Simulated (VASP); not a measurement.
Here is a VASP 6.6.1 calculation.

Contents of INCAR:

```
PREC     = Accurate       # precision mode
ENCUT    = 600            # plane-wave cutoff, eV
EDIFF    = 1E-7           # SCF threshold, eV
ISMEAR   = 0              # smearing method
SIGMA    = 0.03           # smearing width, eV
LREAL    = F              # projectors in reciprocal space
LASPH    = T              # aspherical terms in the spheres
NELM     = 80             # most SCF steps
ALGO     = Normal         # electronic algorithm
ISIF     = 2              # what is computed and relaxed
LWAVE    = F              # write WAVECAR
LCHARG   = F              # write CHGCAR
METAGGA  = R2SCAN         # meta-GGA
LMIXTAU  = T            
IBRION   = 2              # ionic algorithm
NSW      = 40             # ionic steps
EDIFFG   = -0.01          # ionic threshold
```

File KPOINTS:

```
regular mesh
0
Gamma
  8 8 8
```

POSCAR

```
GaP                                     
1.0
    0.0000000000      2.7786998443      2.7786998443
    2.7786998443      0.0000000000      2.7786998443
    2.7786998443      2.7786998443      0.0000000000
  Ga              P             
     1     1
Direct
     0.0000000000000000    0.0000000000000000    0.0000000000000000
     0.2500000000000000    0.2500000000000000    0.2500000000000000
```

Potentials or basis: VASP PAW PBE potentials, release 64 (Ga_d, P).

Launch:

```console
$ cat potpaw_PBE.64/Ga_d/POTCAR potpaw_PBE.64/P/POTCAR > POTCAR
$ mpirun -np 1 vasp_std > vasp.out
```

Task: Predict the band gap on the k mesh.

Result: 1.84 eV, direct.

Final structure:
```cif
data_structure
_symmetry_space_group_name_H-M 'P 1'
_symmetry_Int_Tables_number 1
_cell_length_a 3.9297
_cell_length_b 3.9297
_cell_length_c 3.9297
_cell_angle_alpha 60.000
_cell_angle_beta 60.000
_cell_angle_gamma 60.000
_cell_volume 42.91
loop_
_atom_site_label
_atom_site_type_symbol
_atom_site_fract_x
_atom_site_fract_y
_atom_site_fract_z
_atom_site_occupancy
Ga1 Ga 0.00000 0.00000 0.00000 1
P1 P 0.25000 0.25000 0.25000 1
```

Caveat: the relaxation stopped at its first step, so nothing moved. A k mesh can miss the band edges.
